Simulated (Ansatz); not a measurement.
## Meshes and cutoff for the phonons of CsH (Fm-3m)

Wanted: convergence of the phonons of CsH (Fm-3m) against cost.

Method: DFT PBEsol, scalar-relativistic, plane waves, PAW, in Ansatz 0.2.0.

The database entry behind the starting cell differs from later determinations by our own check (0.1 to 0.3 % short, probably kX units), so it need not match the best structure at ambient conditions.

## (1) The starting structure

It takes space group Fm-3m (No. 225, cubic). The conventional cell has a = 6.250 Å, b = 6.250 Å, c = 6.250 Å, α = 90.00°, β = 90.00°, γ = 90.00°. Nearest to Cs lie 6 H at 3.13 Å. Nearest to H lie 6 Cs at 3.13 Å. Farther neighbours are not listed.

As a file:

```cif
data_structure
_symmetry_space_group_name_H-M 'Fm-3m'
_symmetry_Int_Tables_number 225
_cell_length_a 6.2503
_cell_length_b 6.2503
_cell_length_c 6.2503
_cell_angle_alpha 90.000
_cell_angle_beta 90.000
_cell_angle_gamma 90.000
_cell_volume 244.18
loop_
_atom_site_label
_atom_site_type_symbol
_atom_site_symmetry_multiplicity
_atom_site_Wyckoff_symbol
_atom_site_fract_x
_atom_site_fract_y
_atom_site_fract_z
_atom_site_occupancy
Cs1 Cs 4 a 0.00000 0.00000 0.00000 1
H1 H 4 b 0.50000 0.00000 0.00000 1
```

## (2) Relaxing to small forces for the phonons

Phonons need a cell at rest on their own settings, so the relaxation is repeated with tight tolerances on forces and stress on the k mesh and occupations of the first response run.

The input, input.yaml:

```yaml
crystal:
  lattice:
    - [0.0, 3.1251553515, 3.1251553515]
    - [3.1251553515, 0.0, 3.1251553515]
    - [3.1251553515, 3.1251553515, 0.0]
  atoms:
    - { symbol: Cs, position: [0.0, 0.0, 0.0] }
    - { symbol: H, position: [0.5, 0.5, 0.5] }
kpoints:
  mp_grid: { grid: [8, 8, 8] }
hamiltonian:
  xc: pbesol
scf:
  occupations: { method: fixed }
output:
  forces: true
  stress: true
  eigenvalues: true
relax:
  adjacent_minimum: "off"
  f_tol: 0.001
  max_steps: 60
  cell: { stress_tol: 0.01 }
```

Launch:

```sh
ansatz run input.yaml --threads 4 --pin off --max-ram 7168MiB --backend cpu --events-out ev --progress --plain --runs-dir out
```

Numbers of over 12 decimals in the logs are rounded to 6 here.

Log:

```text
Engine: ansatz 0.2.0, x86_64-unknown-linux-gnu
Pseudopotentials: kind: paw
Pseudopotential: Cs, paw, valence charge 9, recommended cutoff 420 eV (normal), Cs.paw.azcp
Pseudopotential: H, paw, valence charge 1, recommended cutoff 420 eV (normal), H.paw.azcp
Functional definition: PBEsol
  exchange = pbesol_x
  correlation = pbesol_c
Crystal: 2 atoms, lattice volume = 61.044 Å³
[...]
--- Relaxed structure (2 steps of the walk, 2 accepted, 1 SCFs on fresh bases) ---
  F+E_penalty+E_count = -5601.79976295 eV   max|allowed force component| = 3.780e-30 eV/Å   (the final SCF, on the basis selected at the relaxed cell)
  cell:  # Å, volume = 61.1006 Å³
    - [0.0, 3.126117, 3.126117]
    - [3.126117, 0, 3.126117]
    - [3.126117, 3.126117, 0]
  atoms:
    - { symbol: Cs, position: [0, 0, 0] }
    - { symbol: H, position: [0.500000, 0.500000, 0.500000] }
[key lines of the parts left out:]
SCF converged after 5 iterations
Free energy (F): -5601.799763 eV
Fermi energy:    3.711754 eV
P = ⅓ Tr σ = 0.0097 GPa (0.097 kbar)
```

Wall time 1 s (4 threads of Intel Xeon Platinum 8488C (Sapphire Rapids), shared host); peak memory 0.4 GiB.

Little changed from the start: no atom moved by 0.005 Å and no cell edge by 0.1 %.

Numbers from this step:

| Property | Result |
| --- | --- |
| pressure | 0.009736 GPa |
| gap on the k-mesh | 2.064 eV |
| volume per atom | 30.55 Å³ |
| direct gap on mesh | 2.064 eV |

The forces vanish by symmetry and the pressure is 0.010 GPa, within the tolerances set. The cell now holds 30.55 Å³/atom.

## (3) The dispersion

Stability and thermal properties need the whole zone. Linear response on a 4×4×4 q mesh gives force constants as far as a supercell of that size would, and the tensors from the zone-centre run are typed in so that the long-range dipole term is interpolated apart.

The input, input.yaml:

```yaml
crystal:
  lattice:
    - [0.0, 3.1261165314, 3.1261165314]
    - [3.1261165314, 0.0, 3.1261165314]
    - [3.1261165314, 3.1261165314, 0.0]
  atoms:
    - { symbol: Cs, position: [0.0, 0.0, 0.0] }
    - { symbol: H, position: [0.5, 0.5, 0.5] }
kpoints:
  mp_grid: { grid: [8, 8, 8] }
hamiltonian:
  xc: pbesol
scf:
  occupations: { method: fixed }
output:
  eigenvalues: true
phonons:
  method: dfpt
  qmesh: [4, 4, 4]
  temperatures: { t_max: 1000, t_step: 50 }
  qpath:
    path:
      - [[0.0, 0.0, 0.0], [0.5, 0.0, 0.5], [0.625, 0.25, 0.625]]
      - [[0.375, 0.375, 0.75], [0.0, 0.0, 0.0], [0.5, 0.5, 0.5], [0.5, 0.25, 0.75], [0.5, 0.0, 0.5]]
    npoints: 10
  non_analytic_term:
    high_frequency_dielectric_tensor: [[3.2958, 0.0, 0.0], [0.0, 3.2958, 0.0], [0.0, 0.0, 3.2958]]
    born_effective_charges:
      - { species: Cs, tensor: [[1.1331, 0.0, 0.0], [0.0, 1.1331, 0.0], [0.0, 0.0, 1.1331]] }
      - { species: H, tensor: [[-1.1331, 0.0, 0.0], [0.0, -1.1331, 0.0], [0.0, 0.0, -1.1331]] }
    source: "zone-centre run at this cell"
```

Log:

```text
[...]
Crystal: 2 atoms, lattice volume = 61.101 Å³
Basis set: ecut = 420 eV, 1243 PW (Γ), exchange–correlation on 60×60×60 points (8 copies of the dense FFT grid, shifted against one another)
Bands: 9, of which v1, the nominal top of the filled ones, is band 5 counted from 1 (4 counted from 0)
Symmetry: 48 space group operations
k-points: 29 of 512
[...]
SCF iter   1: F=—  HF=-5601.803611 eV  |F-HF|=—  |Δ(HF+E_count)|=         —  Δρ=4.45e-3  dr2=1.22e-2  ethr=1.77e-3  ⟨swp⟩=4.2  Hψ=1664  notcnv=0  defer=50
[...]
SCF iter   7: F=-5601.799763 eV  HF=-5601.799763 eV  |F-HF|=1.82e-12  |Δ(HF+E_count)|=  7.33e-10  Δρ=1.21e-7  dr2=8.93e-12  ethr=1.00e-12  ⟨swp⟩=6.9  Hψ=1953  notcnv=0
SCF 1 converged in 7 iterations: F = -5601.799763 eV  dr2 = 8.93e-12
[...]
NSCF: frozen V_eff on 29 k-points
[...]
DFPT response loops at q = (0, 0, 0) (fractional): preconditioner auto → none (the input reference at scf.mixing.eps_inf says where Resta's filter doesn't serve); β = 0.50; Broyden in place of MSR1
[...]
SCF converged after 7 iterations
Free energy (F): -5601.799763 eV
[...]
Internal energy: -5601.799763 eV  (E = F + TS)
E sigma→0 (E₀):  -5601.799763 eV
Fermi energy:    3.711754 eV
[...]
--- Band table (eV; the first three rows and the last of 29) ---
[...]
--- Phonons (Γ-DFPT): 2 representative perturbations + reference (Σ response iterations 6) ---
  ASR residual: 1.354e-4 → 0.000e0 eV/Å²; symmetrization residual: 2.308e-7 eV/Å²
  ASR residual per site (eV/Å²): 1.35e-4 8.94e-5
  Γ frequencies (cm⁻¹): 0.00 0.00 0.00 402.09 402.09 402.09
--- Phonons (arbitrary-q DFPT): 8 irreducible q on the 4×4×4 mesh ---
  q = [0.0000, 0.0000, 0.0000] (star 1, of the zone-centre solve; hermiticity 7.76e-7, symmetrization 2.48e-13): -0.00 -0.00 0.00 402.09 402.09 402.09
  q = [0.0000, 0.0000, 0.2500] (star 8, 2 solved perturbations on 288 of 512 k-point pairs; hermiticity 4.29e-7, symmetrization 7.28e-14): 29.99 29.99 45.50 458.89 458.89 694.43
[...]
q = [0.0000, 0.2500, 0.2500] (star 6, 4 solved perturbations in 528 linear systems a pass and spin channel, the states on 164 of 512 k-point pairs; hermiticity 1.31e-7, symmetrization 3.95e-14): 26.22 26.22 55.02 424.66 424.66 636.98
[...]
sum rule: each row above includes the acoustic sum rule's correction from the zone centre's row sums; it moved no ω² by more than (4.91 cm⁻¹)²
  mesh force constants: q→R imaginary residual 3.39e-18; ASR residual 1.354e-4 → 0.000e0 eV/Å²; symmetrization residual 1.110e-15 eV/Å²
  interpolated dispersion: 63 rows × 6 modes
  density of states and harmonic sums: on the 20×20×20 q-mesh, interpolated from the force constants of a 4×4×4 supercell (with the dipole–dipole term of supplied tensors)
  largest difference from the sums on the solved wave vectors: F 1.47e-2 eV, S 1.88e-5 and C_V 3.98e-6 eV/K
  zero-point energy: 0.104877 eV/cell   skipped modes (ω ≤ 0): 3   left out of the sums: 6.25e-5 of the cell's modes: C_V's classical limit lies that fraction below 3 k_B per atom; for a crystal, a wire or a layer, F and S can be off by more, and a phonons.interpolated_qmesh denser along its periods is the remedy for the sampling
```

Run time: 46 s. Hardware: 4 threads; peak memory 1 GiB; 2.7 min of CPU time.

The column dr2 measures how far the density is from self-consistency, as an energy; F and HF (Harris–Foulkes) agree once it is small.

This step gave:

- sum-rule residual before enforcement: 1.35e-4 eV/Å²
- lowest frequency on the path: 0 cm⁻¹
- point group: m-3m
- highest frequency on the path or at a solved wavevector: 698.8 cm⁻¹
- mean frequency: 282 cm⁻¹
- Debye temperature (second moment): 694 K
- logarithmic mean frequency: 148 cm⁻¹
- highest optical mode at the zone centre (no LO-TO term): 402.1 cm⁻¹
- lowest optical zone-centre mode: 402.1 cm⁻¹
- lowest mode on the q mesh (acoustic modes at Γ apart): 26.22 cm⁻¹
- zero-point energy per atom: 52.44 meV
- heat capacity at 300 K: 20.05 J/(mol atoms K)
- vibrational entropy at 300 K: 36.35 J/(mol atoms K)
- edges of the widest gap between branches, on path and mesh: 64.5, 402.1 cm⁻¹

Frequencies (cm⁻¹) solved at each irreducible wavevector; negative means imaginary. Frequencies by wavevector, by row:

```
q in reciprocal lattice units  star  mode 1  mode 2  mode 3  mode 4  mode 5  mode 6
                        0 0 0     1       0       0       0   402.1   402.1   402.1
                     0 0 0.25     8      30      30    45.5   458.9   458.9   694.4
                     0 0 -0.5     4    38.4    38.4    64.5   505.7   505.7   698.8
                  0 0.25 0.25     6    26.2    26.2      55   424.7   424.7     637
                  0 0.25 -0.5    24    37.8    46.4    58.6   469.7   487.9   599.1
                 0 0.25 -0.25    12    38.3    42.6    57.5   455.6   499.7   653.4
                  0 -0.5 -0.5     3    33.9    33.9    61.1   427.8   427.8   488.6
              0.25 -0.5 -0.25     6      46    51.5    51.5   468.3   468.3   555.8
```

Interpolated from a 4×4×4 q mesh, with the LO-TO term (at Γ the limit along the path; where Γ stands inside the path, tables give the limit on arrival). Phonon branches along the path, in cm⁻¹:

```
    point  branch 1  branch 2  branch 3  branch 4  branch 5  branch 6
        Γ         0         0         0       402       402       689
  halfway        26        26        55       425       425       637
        X        34        34        61       428       428       489
  halfway        36        41        60       440       469       488
        U        39        51        56       468       483       550
jump to K        39        51        56       468       483       550
  halfway        33        35        51       445       480       675
        Γ         0         0         0       402       402       689
  halfway        30        30        46       459       459       694
        L        38        38        64       506       506       699
  halfway        40        47        60       487       493       633
        W        46        52        52       468       468       556
  halfway        41        41        59       445       486       498
        X        34        34        61       428       428       489
```

The phonon branches as a text plot (rows in cm⁻¹):

```
    684 |****                   *********************
    655 |    **              ***                     *
    626 |      *            *                         *
    597 |       *          *                           **
    568 |        *                                       **
    539 |         **     **                                **
    510 |           *   *   ***                *******       *
    480 |            ********  **            **      ************
    451 |              ***   *******       **              *****
    422 |  ************           ***    **                    **
    393 |**                          ****
    364 |
    335 |
    306 |
    277 |
    247 |
    218 |
    189 |
    160 |
    131 |
    102 |
     73 |       *********                      ********       ***
     44 |   ************************      ***********************
     15 |*******                 ***********
         Γ           X  U|K            Γ         L        W     X
```

Symmetry leaves 8 wavevectors to solve. The lowest mode among them, the acoustic zeros apart, lies at q = (0, 0.25, 0.25) and is real, 26.2 cm⁻¹.

## (4) Another q mesh, q mesh 2×2×2

The q mesh is changed to 2×2×2, to see how far the force constants must reach.

input.yaml: that of step 3 with these lines changed.

```diff
@@ -18,3 +18,3 @@
   method: dfpt
-  qmesh: [4, 4, 4]
+  qmesh: [2, 2, 2]
   temperatures: { t_max: 1000, t_step: 50 }
```

Log:

```text
[...]
Crystal: 2 atoms, lattice volume = 61.101 Å³
Basis set: ecut = 420 eV, 1243 PW (Γ), exchange–correlation on 60×60×60 points (8 copies of the dense FFT grid, shifted against one another)
Bands: 9, of which v1, the nominal top of the filled ones, is band 5 counted from 1 (4 counted from 0)
Symmetry: 48 space group operations
k-points: 29 of 512
[...]
SCF iter   1: F=—  HF=-5601.803611 eV  |F-HF|=—  |Δ(HF+E_count)|=         —  Δρ=4.45e-3  dr2=1.22e-2  ethr=1.77e-3  ⟨swp⟩=4.2  Hψ=1664  notcnv=0  defer=50
[...]
SCF iter   7: F=-5601.799763 eV  HF=-5601.799763 eV  |F-HF|=1.82e-12  |Δ(HF+E_count)|=  7.33e-10  Δρ=1.21e-7  dr2=8.93e-12  ethr=1.00e-12  ⟨swp⟩=6.9  Hψ=1953  notcnv=0
SCF 1 converged in 7 iterations: F = -5601.799763 eV  dr2 = 8.93e-12
[...]
SCF converged after 7 iterations
Free energy (F): -5601.799763 eV
[...]
Internal energy: -5601.799763 eV  (E = F + TS)
E sigma→0 (E₀):  -5601.799763 eV
Fermi energy:    3.711754 eV
[...]
--- Band table (eV; the first three rows and the last of 29) ---
[...]
ASR residual: 1.354e-4 → 0.000e0 eV/Å²; symmetrization residual: 2.308e-7 eV/Å²
  ASR residual per site (eV/Å²): 1.35e-4 8.94e-5
  Γ frequencies (cm⁻¹): 0.00 0.00 0.00 402.09 402.09 402.09
--- Phonons (arbitrary-q DFPT): 3 irreducible q on the 2×2×2 mesh ---
[...]
interpolated dispersion: 63 rows × 6 modes
[...]
```

Wall time 9.7 s (4 threads); peak memory 0.62 GiB; 33 s of CPU time.

This step gave:

* mean frequency: 281.5 cm⁻¹
* Debye temperature (second moment): 692 K
* logarithmic mean frequency: 147.1 cm⁻¹
* lowest mode on the q mesh (acoustic modes at Γ apart): 33.86 cm⁻¹
* zero-point energy per atom: 52.34 meV
* heat capacity at 300 K: 20.06 J/(mol atoms K)
* vibrational entropy at 300 K: 36.49 J/(mol atoms K)

Frequencies (cm⁻¹) solved at each irreducible wavevector; negative means imaginary. Frequencies by wavevector, by row:

```
q in reciprocal lattice units  star  mode 1  mode 2  mode 3  mode 4  mode 5  mode 6
                        0 0 0     1       0       0       0   402.1   402.1   402.1
                     0 0 -0.5     4    38.4    38.4    64.5   505.7   505.7   698.8
                  0 -0.5 -0.5     3    33.9    33.9    61.1   427.8   427.8   488.6
```

Interpolated from a 2×2×2 q mesh, rough between the solved points, with the LO-TO term (at Γ the limit along the path; where Γ stands inside the path, tables give the limit on arrival). Phonon branches along the path, in cm⁻¹:

```
    point  branch 1  branch 2  branch 3  branch 4  branch 5  branch 6
        Γ         0         0         0       402       402       689
  halfway        27        27        54       458       458       630
        X        34        34        61       428       428       489
  halfway        35        40        60       434       454       494
        U        38        50        55       450       505       516
jump to K        38        50        55       450       505       516
  halfway        32        36        51       455       490       669
        Γ         0         0         0       402       402       689
  halfway        30        30        46       457       457       694
        L        38        38        64       506       506       699
  halfway        40        45        59       479       501       616
        W        46        50        50       485       492       492
  halfway        40        41        58       455       458       496
        X        34        34        61       428       428       489
```

The phonon branches as a text plot (rows in cm⁻¹):

```
    684 |****                    *******************
    655 |    **                **                   **
    626 |      *             **                       *
    597 |       *           *                          *
    568 |        *         *                            *
    539 |         **
    510 |           *   ********               *********** ***
    480 |            ****    ** **           **     *************
    451 |   ********   ******  *****       **                **
    422 |  *        ****          ****   **                    **
    393 |**                          ****
    364 |
    335 |
    306 |
    277 |
    247 |
    218 |
    189 |
    160 |
    131 |
    102 |
     73 |       ********                       ********       ***
     44 |   ************************      ***********************
     15 |*******                 ***********
         Γ           X  U|K            Γ         L        W     X
```

The mean frequency is 281.5 cm⁻¹, -0.5 cm⁻¹ against the base run.

The highest branch reaches 699 cm⁻¹ on this path, at L. No branch goes imaginary on this path.

## (5) Another q mesh, k-mesh 9×9×9, q mesh 3×3×3

The q mesh is changed to 3×3×3, to see how far the force constants must reach; the k mesh is 9×9×9, against 8×8×8 in the base run, so that the q mesh divides it.

input.yaml: that of step 4 with these lines changed.

```diff
@@ -9,3 +9,3 @@
 kpoints:
-  mp_grid: { grid: [8, 8, 8] }
+  mp_grid: { grid: [9, 9, 9] }
 hamiltonian:
@@ -18,3 +18,3 @@
   method: dfpt
-  qmesh: [2, 2, 2]
+  qmesh: [3, 3, 3]
   temperatures: { t_max: 1000, t_step: 50 }
```

Log:

```text
[...]
Crystal: 2 atoms, lattice volume = 61.101 Å³
Basis set: ecut = 420 eV, 1243 PW (Γ), exchange–correlation on 60×60×60 points (8 copies of the dense FFT grid, shifted against one another)
Bands: 9, of which v1, the nominal top of the filled ones, is band 5 counted from 1 (4 counted from 0)
Symmetry: 48 space group operations
k-points: 35 of 729
[...]
E sigma→0 (E₀):  -5601.799763 eV
Fermi energy:    3.636560 eV
[...]
--- Band table (eV; the first three rows and the last of 35) ---
[...]
ASR residual: 1.379e-4 → 0.000e0 eV/Å²; symmetrization residual: 4.376e-7 eV/Å²
  ASR residual per site (eV/Å²): 1.38e-4 6.85e-5
  Γ frequencies (cm⁻¹): 0.00 0.00 0.00 402.11 402.11 402.11
--- Phonons (arbitrary-q DFPT): 4 irreducible q on the 3×3×3 mesh ---
[...]
interpolated dispersion: 63 rows × 6 modes
[...]
[key lines of the parts left out:]
SCF converged after 7 iterations
Free energy (F): -5601.799763 eV
```

It took 28 s on 4 threads; peak memory 0.91 GiB; 100 s of CPU time.

Frequencies (cm⁻¹) solved at each irreducible wavevector; negative means imaginary. Frequencies by wavevector, by row:

```
q in reciprocal lattice units  star  mode 1  mode 2  mode 3  mode 4  mode 5  mode 6
                        0 0 0     1       0       0       0   402.1   402.1   402.1
                   0 0 0.3333     8    34.8    34.8    55.8   483.2   483.2   696.6
              0 0.3333 0.3333     6    30.7    30.7    61.1   428.4   428.4     583
             0 0.3333 -0.3333    12    39.9    52.6    55.6   474.3   485.9   593.2
```

The mean frequency is 281.8 cm⁻¹, -0.2 cm⁻¹ against the base run, whose k mesh differs too.

(Part 1 of 4 ends here.)

[Logs are printed without paths, hosts, clocks, repeated set-up lines and the standing remarks that a program may print on its own settings, such as how far it seeks lower states.]

[Hosts, paths, dates, database ids (printed as entryN), source tags and the programs' standing remarks are cut or masked in the printed files.]
